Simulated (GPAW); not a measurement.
# Ni (P6_3/mmc) in GPAW: single point with PBE

Aim: the single point of Ni with PBE.

All numbers are computed with GPAW 26.7.0; they aren't measurements. Logs are shortened: lines on timing, memory, paths and dates and some standing lists are left out, and cuts for length are marked. The log counts tension as positive stress, the text compression.

## 1. Starting point

It takes space group P6_3/mmc (No. 194, hexagonal). The conventional cell has a = 2.448 Å, b = 2.448 Å, c = 4.073 Å, α = 90.00°, β = 90.00°, γ = 120.00°. Ni (site symmetry -6m2) is surrounded by 12 Ni at 2.45 to 2.48 Å.

This isn't the form of Ni at room conditions, which is fcc.

## 2. Single point, PBE, collinear spin, ferromagnetic start

Input file run.py:

```python
from ase import Atoms
from ase.dft.bandgap import bandgap
from ase.io import write
from ase.units import GPa
from gpaw import GPAW, PW

atoms = Atoms(['Ni', 'Ni'],
              cell=[[2.4480228978, 0.0, 0.0],
                    [-1.2240114489, 2.1200500186, 0.0],
                    [0.0, 0.0, 4.07280757]],
              scaled_positions=[[0.6666666667, 0.3333333333, 0.75],
                                [0.3333333333, 0.6666666667, 0.25]],
              pbc=True)
atoms.set_initial_magnetic_moments([2.5, 2.5])

calc = GPAW(mode=PW(600),
            xc='PBE',
            kpts={'size': (12, 12, 7), 'gamma': True},
            occupations={'name': 'fermi-dirac', 'width': 0.05},
            nbands=29,
            convergence={'density': 1e-05, 'energy': 1e-05},
            maxiter=150,
            txt='gpaw.txt')
atoms.calc = calc
energy = atoms.get_potential_energy()
forces = atoms.get_forces()
stress = atoms.get_stress()
calc.write('gs.gpw')
write('result.traj', atoms)
print(f'Energy: {energy:.6f} eV')
print('Forces (eV/A):')
print(forces.round(4))
print('Stress (GPa):', (stress / GPa).round(3))
print('Moments:', calc.get_magnetic_moments().round(3))
print('Fermi level:', round(calc.get_fermi_level(), 4), 'eV')
print(f'Gap: {bandgap(calc)[0]:.4f} eV, direct: {bandgap(calc, direct=True)[0]:.4f} eV')
```

Potentials or basis: GPAW PAW data sets (gpaw-data 1.2.1), pw.

Command:

```bash
$ OMP_NUM_THREADS=1 python run.py
```

gpaw.txt:

```text
__  _  _
 | _ |_)|_||  |
 |__||  | ||/\| - 26.7.0

Input parameters:
  mode=PW(ecut=600.0),
  convergence={'density': 1e-05, 'energy': 1e-05},
  kpts=MonkhorstPack(size=(12, 12, 7), gamma=True),
  maxiter=150,
  nbands=29,
  occupations=Occupations(name='fermi-dirac', width=0.05),
  xc=XC(name='PBE')

Diagonalizing LCAO Hamiltonian
Converting LCAO to pw mode

          Ni

        Ni

Atoms  # Å, Bohr magnetons
|   | symbol |         x |        y |        z |    initial magnetic moments |
|---|--------|-----------|----------|----------|-----------------------------|
| 0 |     Ni |  1.224011 | 0.706683 | 3.054606 | ( 0.0000,  0.0000,  2.5000) |
| 1 |     Ni | -0.000000 | 1.413367 | 1.018202 | ( 0.0000,  0.0000,  2.5000) |

Unit cell  # Å
| periodic |         x |        y |        z |  lengths |     angles |
|----------|-----------|----------|----------|----------|------------|
|      yes |  2.448023 | 0.000000 | 0.000000 | 2.448023 |  90.000000 |
|      yes | -1.224011 | 2.120050 | 0.000000 | 2.448023 |  90.000000 |
|      yes |  0.000000 | 0.000000 | 4.072808 | 4.072808 | 120.000000 |

Number of symmetries: 12
Symmetry operations  # r_c * U_cc + t_c -> r_c
|    | kind |            matrix            |
|----|------|------------------------------|
|  0 |  σ   |  1, 1, 0,  0,-1, 0,  0, 0, 1 |
|  1 |  S6  |  1, 1, 0, -1, 0, 0,  0, 0,-1 |
|  2 |  E   |  1, 0, 0,  0, 1, 0,  0, 0, 1 |
|  3 |  C2  |  1, 0, 0, -1,-1, 0,  0, 0,-1 |
|  4 |  C2  |  0, 1, 0,  1, 0, 0,  0, 0,-1 |
|  5 |  C3  |  0, 1, 0, -1,-1, 0,  0, 0, 1 |
|  6 |  S6  |  0,-1, 0,  1, 1, 0,  0, 0,-1 |
|  7 |  σ   |  0,-1, 0, -1, 0, 0,  0, 0, 1 |
|  8 |  σ   | -1, 0, 0,  1, 1, 0,  0, 0, 1 |
|  9 |  i   | -1, 0, 0,  0,-1, 0,  0, 0,-1 |
| 10 |  C3  | -1,-1, 0,  1, 0, 0,  0, 0, 1 |
| 11 |  C2  | -1,-1, 0,  0, 1, 0,  0, 0,-1 |

BZ-sampling:
  Number of BZ points: 1008
  Number of IBZ points: 112

  Monkhorst-Pack size: [12, 12, 7]
  Monkhorst-Pack shift: [0.041666666666666664, 0.041666666666666664, 0.0]

K-points  # in reciprocal-cell coordinates
|     |                                coordinates |     weight |
|-----|--------------------------------------------|------------|
|   0 | ( -0.00000000,  -0.00000000,   0.00000000) | 0.00099206 |
|   1 | ( -0.00000000,  -0.00000000,   0.14285714) | 0.00198413 |
|   2 | ( -0.00000000,  -0.00000000,   0.28571429) | 0.00198413 |
|   3 | ( -0.00000000,  -0.00000000,   0.42857143) | 0.00198413 |
|   4 | (  0.08333333,  -0.00000000,  -0.42857143) | 0.00595238 |
|   5 | (  0.08333333,  -0.00000000,  -0.28571429) | 0.00595238 |
|   6 | (  0.08333333,  -0.00000000,  -0.14285714) | 0.00595238 |
|   7 | (  0.08333333,  -0.00000000,   0.00000000) | 0.00595238 |
|   8 | (  0.08333333,  -0.00000000,   0.14285714) | 0.00595238 |
|   9 | (  0.08333333,  -0.00000000,   0.28571429) | 0.00595238 |
| ... |                                            |            |
| 111 | (  0.50000000,   0.50000000,   0.42857143) | 0.00595238 |

Plane wave coefficients: 722
Cutoff: 600.0 eV

Spin-components: 2 (collinear spins)
Bands:           29
Projectors:      12
Spin-degeneracy: 1
Datatype:        complex128

Parallelization:
  kpt:    1
  domain: 1
  band:   1

Density:
  Valence electrons: 32.0
  Components: 2
  Grid points: [14 14 24]
  Charge: 0.0  # |e|

Potential:
  Grid points: [14 14 24]

species:
  Ni:
    name:    Nickel
    Z:       28.0
    valence: 16
    core:    12
    charge:  0.0  # [|e|]
    compensation charges:
      type: gauss
      rc: 0.36  # [Å]
      lmax: 2
    cutoffs:
      filter: 2.14  # [Å]
      core: 1.98  # [Å]
    projectors
    | kind |    occ | energy [eV] | rcut [Å] |
    |------|--------|-------------|----------|
    |   4s |  2.000 |      -5.642 |    1.164 |
    |   3p |  6.000 |     -71.394 |    1.207 |
    |   4p |  0.000 |      -1.226 |    1.207 |
    |   3d |  8.000 |      -8.875 |    1.138 |
    |    s |        |      21.570 |    1.164 |
    |    d |        |      18.337 |    1.138 |

    Using partial waves for Ni as LCAO basis

Reference energy: -82735.996895  # eV

eigensolver:
  PPCG
  Converge bands: occupied
  niter=2

density mixing:
  MSR1-Mixer
  Pratt-step length: 0.05
  Maximum mixing coefficient: 0.75
  Old densities: 10
  SVD Regularization: 0.005
  Good broyden scale: 1.0
  Trust region scale: 1.0
  Backstep threshold: 4.0
  History deletion threshold: 6.0
  Fourier metric: weight=20.0, sigma=0.015

occupation numbers:
  Fermi-Dirac:
    width: 0.0500  # eV

poisson solver:
  ecut: 4800.0  # eV

xc functional:
  name: PBE with 2 nearest neighbor stencil

convergence criteria:
- Maximum integral of absolute [dens]ity change: 1e-05 electrons / valence electron
- Maximum [total energy] change in last 3 cyles: 1e-05 eV / valence electron
- Maximum integral of absolute [eigenst]ate change: 4e-08 eV^2 / valence electron
maximum number of iterations: 150

SCF iterations
|iter     | |      energy | eigst |  dens |  magmom |
|---------|-|-------------|-------|-------|---------|
|iter:   1| |  -15.494875 | -0.09 |       |  +4.9437|
|iter:   2| |  -14.738575 | -2.70 | -0.70 |  +4.7743|
|iter:   3| |  -14.123403 | -1.97 | -0.76 |  +3.3163|
|iter:   4| |  -14.414608 | -3.06 | -1.22 |  +2.4025|
|iter:   5| |  -14.482026 | -3.04 | -1.43 |  +1.4785|
|iter:   6| |  -14.484962 | -4.86 | -2.29 |  +1.3124|
|iter:   7| |  -14.486217 | -4.63 | -2.54 |  +1.2782|
|iter:   8| |  -14.486289 | -6.38 | -2.88 |  +1.3051|
|iter:   9| |  -14.486306c| -7.35 | -3.53 |  +1.3137|
|iter:  10| |  -14.486306c| -8.32c| -4.25 |  +1.3140|
|iter:  11| |  -14.486306c| -7.81c| -4.61 |  +1.3137|
|iter:  12| |  -14.486306c| -8.65c| -5.50c|  +1.3137|

Converged in 12 steps
Energy contributions relative to reference atoms: (reference = -82735.996895)

Energy contributions:
  Kinetic:          16.001830
  Coulomb:         -11.630189
  Zero:              0.163278
  External:          0.000000
  Xc:              -19.004414
  Entropy:          -0.033625
  Spinorbit:         0.000000
  ----------------------------
  Free energy:     -14.503118
  Extrapolated:    -14.486306

dipole moment: (0.000001, 0.000001, 0.000002)  # |e|*Ang

Total magnetic moment: (0.000000, 0.000000, 1.313651)

Local magnetic moments
|        x |        y |        z |
|----------|----------|----------|
| 0.000000 | 0.000000 | 0.692956 |  # Ni   0
| 0.000000 | 0.000000 | 0.692956 |  # Ni   1

Fermi level: 8.989
Eigenvalues  # (at kpt = [-0.000, -0.000, 0.000])
| band index |      eig [eV] | occ [0-1] |      eig [eV] | occ [0-1] |
|------------|---------------|-----------|---------------|-----------|
|          0 |       -55.265 |     1.000 |       -54.437 |     1.000 |
|        ... |               |           |               |           |
|         10 |         6.477 |     1.000 |         7.198 |     1.000 |
|         11 |         6.747 |     1.000 |         7.489 |     1.000 |
|         12 |         6.747 |     1.000 |         7.489 |     1.000 |
|         13 |         7.274 |     1.000 |         7.969 |     1.000 |
|         14 |         7.274 |     1.000 |         7.969 |     1.000 |
|         15 |         8.200 |     1.000 |         8.143 |     1.000 |
[... 8 lines left out ...]
|         24 |        35.252 |     0.000 |        35.366 |     0.000 |
|         25 |        35.252 |     0.000 |        35.366 |     0.000 |
|        ... |               |           |               |           |
|         28 |        40.441 |     0.000 |        40.351 |     0.000 |

No gap
No difference between direct/indirect transitions

Forces  # eV/Ang
|        x |        y |        z |
|----------|----------|----------|
| -0.00000 | -0.00000 | -0.00000 |  # Ni   0
|  0.00000 |  0.00000 |  0.00000 |  # Ni   1

Stress tensor  # eV/Ang^3
|         x |         y |         z |
|-----------|-----------|-----------|
| -0.068906 |  0.000000 |  0.000000 |
|  0.000000 | -0.068906 |  0.000000 |
|  0.000000 |  0.000000 | -0.044274 |

# Writing to gs.gpw (mode='')
```

It took 1.8 min on 1 thread of Arm Neoverse V1, shared host; peak memory 0.21 GiB.

Results:

```
Free energy            : -14.5031 eV
Pressure               : 9.7 GPa
Band gap on the k mesh : none (metal or under the smearing width)
Net moment             : 1.31 μB per cell
Site moments           : Ni +0.69 μB
```

Levels at points of the mesh, in eV from the Fermi level:
Spin up:
```tsv
k point	band 13	band 14	band 15	band 16	band 17	band 18	band 19	band 20	band 21	band 22
(0.00, 0.00, 0.00)	-2.24	-1.72	-1.72	-0.79	-0.75	-0.75	5.58	22.92	24.88	24.88
(0.50, 0.50, 0.00)	-2.23	-0.63	-0.58	-0.50	1.15	3.12	9.30	9.83	12.49	13.41
```
Spin down:
```csv
k point,band 12,band 13,band 14,band 15,band 16,band 17,band 18,band 19
"(0.00, 0.00, 0.00)",-1.50,-1.50,-1.02,-1.02,-0.85,-0.01,-0.01,6.05
"(0.50, 0.50, 0.00)",-1.86,-1.52,0.17,0.21,0.34,1.69,3.54,9.44
```

Caveat: the stock nickel data set gives pressures a few GPa off other programs.
